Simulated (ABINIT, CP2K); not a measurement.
This is a calculation of HfN for ABINIT 10.8.3 (patched build). Atoms were shifted at random by some hundredths of an Å from the given cell, which wasn't relaxed again for these runs. The cell comes from a database or a generator and needn't be the stable form of this composition.

run.abi

```
# Pseudopotentials
pp_dirpath "./"
pseudos "Hf.GGA_PBE-JTH.xml, N.GGA_PBE-JTH.xml"

# Structure
acell 3*1.0
rprim
     6.4878266283     0.0000000000     0.0000000000
    -3.2439038655     5.6186093028     0.0000000000
     0.0000000000     0.0000000000     7.5018725641
ntypat 2
znucl 72 7
natom 2
typat 1 2
xred
     0.0088460000    -0.0037470000     0.5055830000
    -0.0136070000     0.0014320000    -0.0144150000
chkprim 0
chksymtnons 0
tolsym 1.0e-6

# Plane-wave basis
ecut 26.0
pawecutdg 48.0
pawxcdev 0

# k points
kptopt 1
ngkpt 9 9 7
nshiftk 1
shiftk 0.0 0.0 0.0

# Exchange and correlation
ixc 11

# Bands and occupations
nband 13
occopt 3
tsmear 0.05 eV

# SCF cycle
nstep 100
tolvrs 1.0e-9

# Output
iomode 3
prtwf 0
prtden 0
prteig 0
prtebands 0
enunit 1
```

Potentials or basis: JTH PAW PBE v2.0.

The run is started by

```bash
$ abinit run.abi > log 2>&1
```

**Question.** Set up the same calculation for CP2K 2026.2. Potentials or basis there: POTENTIAL_UZH Hf GTH-PBE-q12, N GTH-PBE-q5; TZVP-MOLOPT-PBE-GTH basis.

**Answer.** As run (cutoffs and basis follow the program's own potentials, and thresholds, step limits or extra output files can differ):

The input hfn_scf.inp:

```
&GLOBAL
  PROJECT hfn_scf
  RUN_TYPE ENERGY_FORCE
  PRINT_LEVEL LOW
&END GLOBAL
&FORCE_EVAL
  METHOD QS
  STRESS_TENSOR ANALYTICAL
  &DFT
    BASIS_SET_FILE_NAME BASIS_MOLOPT_UZH
    POTENTIAL_FILE_NAME POTENTIAL_UZH
    &MGRID
      CUTOFF 450
      REL_CUTOFF 60
      NGRIDS 4
    &END MGRID
    &QS
      METHOD GPW
      EPS_DEFAULT 1.0E-10
    &END QS
    &KPOINTS
      SCHEME MONKHORST-PACK 9 9 7
      GAMMA_CENTERED T
      SYMMETRY T
      SYMMETRY_BACKEND SPGLIB
    &END KPOINTS
    &SCF
      SCF_GUESS ATOMIC
      EPS_SCF 1.0E-6
      MAX_SCF 100
      ADDED_MOS 13
      CHOLESKY OFF
      EPS_EIGVAL 1.0E-7
      &DIAGONALIZATION ON
        ALGORITHM STANDARD
      &END DIAGONALIZATION
      &MIXING ON
        METHOD BROYDEN_MIXING
        ALPHA 0.4
        BETA 1.5
        NBUFFER 8
      &END MIXING
      &SMEAR ON
        METHOD FERMI_DIRAC
        ELECTRONIC_TEMPERATURE 580.23
      &END SMEAR
    &END SCF
    &XC
      &XC_FUNCTIONAL
        &GGA_X_PBE
        &END GGA_X_PBE
        &GGA_C_PBE
        &END GGA_C_PBE
      &END XC_FUNCTIONAL
    &END XC
    &PRINT
      &KPOINTS ON
      &END KPOINTS
      &MULLIKEN ON
      &END MULLIKEN
      &MO ON
        ENERGIES T
        OCCUPATION_NUMBERS T
        &EACH
          QS_SCF 0
        &END EACH
        ADD_LAST NUMERIC
      &END MO
      &LOWDIN ON
      &END LOWDIN
      &HIRSHFELD ON
        SHAPE_FUNCTION DENSITY
      &END HIRSHFELD
      &E_DENSITY_CUBE ON
        STRIDE 1
      &END E_DENSITY_CUBE
      &V_HARTREE_CUBE ON
        STRIDE 1
      &END V_HARTREE_CUBE
      &ELF_CUBE ON
        STRIDE 1
      &END ELF_CUBE
    &END PRINT
  &END DFT
  &SUBSYS
    &CELL
      ABC 3.4332100000 3.4332013715 3.9698200000
      ALPHA_BETA_GAMMA 90.0000000000 90.0000000000 119.9999867848
      PERIODIC XYZ
    &END CELL
    &COORD
      Hf  0.0368022759 -0.0111407303 2.0070735051
      N   -0.0491738597 0.0042576797 -0.0572249553
    &END COORD
    &KIND Hf
      BASIS_SET TZVP-MOLOPT-PBE-GTH-q12
      POTENTIAL GTH-PBE-q12
    &END KIND
    &KIND N
      BASIS_SET TZVP-MOLOPT-PBE-GTH-q5
      POTENTIAL GTH-PBE-q5
    &END KIND
    &PRINT
      &ATOMIC_COORDINATES ON
      &END ATOMIC_COORDINATES
      &CELL ON
      &END CELL
      &SYMMETRY ON
      &END SYMMETRY
    &END PRINT
  &END SUBSYS
  &PRINT
    &FORCES ON
    &END FORCES
    &STRESS_TENSOR ON
    &END STRESS_TENSOR
  &END PRINT
&END FORCE_EVAL
```

Potentials or basis: POTENTIAL_UZH Hf GTH-PBE-q12, N GTH-PBE-q5; TZVP-MOLOPT-PBE-GTH basis.

Command:

```sh
$ OMP_NUM_THREADS=1 cp2k.psmp -i hfn_scf.inp -o hfn_scf.out
```

Both were run:

|  | ABINIT | CP2K |
| --- | --- | --- |
| Pressure | 1.7 GPa | 0.4 GPa |
| Largest force | 1.764 eV/Å | 1.579 eV/Å |
| Energy over the undisturbed cell | 28.3 meV/atom | 23.5 meV/atom |

The two runs disagree by more than potentials and bases usually give (in gap, levels, pressure or energy); the cause wasn't traced.

Pressure is positive in compression.
